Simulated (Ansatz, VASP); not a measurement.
## Ba3HfO in VASP and in Ansatz

```xyz
5
Lattice="6.1656 0.0000 0.0000 -3.0828 5.3396 0.0000 0.0000 0.0000 4.5465" Properties=species:S:1:pos:R:3 pbc="T T T"
Ba    3.0828    0.0000    0.0000
Ba   -1.5414    2.6698    0.0000
Ba    1.5414    2.6698    0.0000
Hf    0.0000    0.0000    0.0000
O     0.0000    0.0000    2.2733
```

Alike in both runs: task single point; functional PBE; k mesh 3 × 3 × 4; occupations gaussian, width 0.1 eV; no spin polarisation.

|  | VASP | Ansatz |
| --- | --- | --- |
| version | VASP 6.6.1 | Ansatz 0.2.0 |
| potentials or method | VASP PAW PBE potentials, release 64 (Ba_sv, Hf_pv, O) | scalar-relativistic, plane waves, PAW |
| plane-wave cutoff (eV) | 520 | 420 |
| valence electrons in the cell | 46 | 62 |

Ansatz gave:

| Item | Value |
| --- | --- |
| gap on the k mesh at the Fermi level (eV) | none |
| pressure (GPa) | 8.8 |
| largest component of the traceless stress (GPa) | 23.40 |

Task: Estimate VASP's values.

Result: gap on the k mesh at the Fermi level (eV): none; pressure (GPa): 10.4; largest component of the traceless stress (GPa): 25.24.

A gap of «none» marks a metal or a gap that the smearing closes. With one functional, cell and mesh, what is left measures potentials, basis and numerics. The two sets of potentials don't hold the same shells in valence.

Caveats: the k mesh is coarse (spacing up to 0.39 Å⁻¹), so the values aren't converged. The runs have no spin-orbit coupling, so splittings on Ba, Hf are missing.
